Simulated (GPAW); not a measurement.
Runs of GPAW 26.7.0 on BN. Symmetry: P6_3mc, No. 186, hexagonal system. The conventional cell has a = 2.554 Å, b = 2.554 Å, c = 4.227 Å, α = 90.00°, β = 90.00°, γ = 120.00°. Around N (site symmetry 3m) lie 4 B at 1.57 to 1.58 Å. Around B (site symmetry 3m) lie 4 N at 1.57 to 1.58 Å. Measurements of this composition are mostly on another form, of space group No. 194.

```csv
level,potentials or basis,gap on the mesh (eV)
LDA,"the program's PAW data sets (release 1.2.1) made for this functional, pw",5.16
PBE,"GPAW PAW data sets (gpaw-data 1.2.1), pw",5.38
RPBE,"the program's PAW data sets (release 1.2.1) made for this functional, pw",(a)
PBEsol,"PAW data sets generated in the run's folder for this functional, pw",5.16
```

Alike in all rows: task optical spectrum; no spin polarisation; cell as given; k mesh 10 × 10 × 5; cutoff (eV) 600; smearing fermi-dirac 0.001 eV.

Fill in the values left out.

(a) 5.45.

Caveats: the long-wavelength limit can be off by a per cent or two; independent-particle spectra lack excitons; an odd mesh through Γ misses points on the zone boundary, where band edges often lie.
